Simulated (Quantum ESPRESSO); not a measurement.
KI under changes of volume

One of the cells (44.091 Å³/atom); the others are scaled copies at fixed shape and fractional positions:

```
I K
1.0
     0.00000    3.53277    3.53277
     3.53277    0.00000    3.53277
     3.53277    3.53277    0.00000
I K
1 1
Direct
  0.50000 0.50000 0.50000
  0.00000 0.00000 0.00000
```

| Property | Result |
| --- | --- |
| Program | Quantum ESPRESSO 7.5 |
| Functional | PBE |
| Potentials or basis | SSSP 1.3 efficiency PBE |
| Cutoff | 816 eV |
| Density cutoff | 6531 eV |
| k mesh | 7 × 7 × 7 |
| Occupations | fermi-dirac, width 0.05 eV |
| Spin | no spin polarisation |

```tsv
volume (Å³/atom)	energy over the lowest point (meV/atom)	pressure (GPa)	gap on the mesh (eV)
41.445	?	?	?
42.327	13.25	1.2	4.06
43.209	7.65	0.8	4.01
44.091	3.69	0.6	3.96
44.973	1.19	0.3	3.92
45.854	0.01	0.1	3.87
46.736	0.00	-0.1	3.83
```

**Question.** What does the run at 41.445 Å³/atom give?

**Answer.** Energy over the lowest point 20.68 meV/atom; pressure 1.5 GPa; gap on the mesh 4.11 eV.

Worked out: A Birch-Murnaghan fit of order 3 (a polynomial in V^(-2/3)) to the other rows has its minimum at 46.30 Å³/atom with B0 = V·E''(V) = 10.6 GPa and B' = 4.7. It gives 20.68 meV/atom at 41.445 Å³/atom, against the run's 20.68, and -dE/dV = 1.5 GPa, against 1.5. A straight line through the other rows of the gap, of slope -2.32 eV per unit of ln V (its deformation potential), extrapolates to 4.11 eV, against the run's 4.11.

Energies are extrapolated to zero smearing.

Caveats: spin-orbit coupling is left out, which moves the levels of the heavy elements; an odd mesh through Γ misses points on the zone boundary, where band edges often lie (some runs).
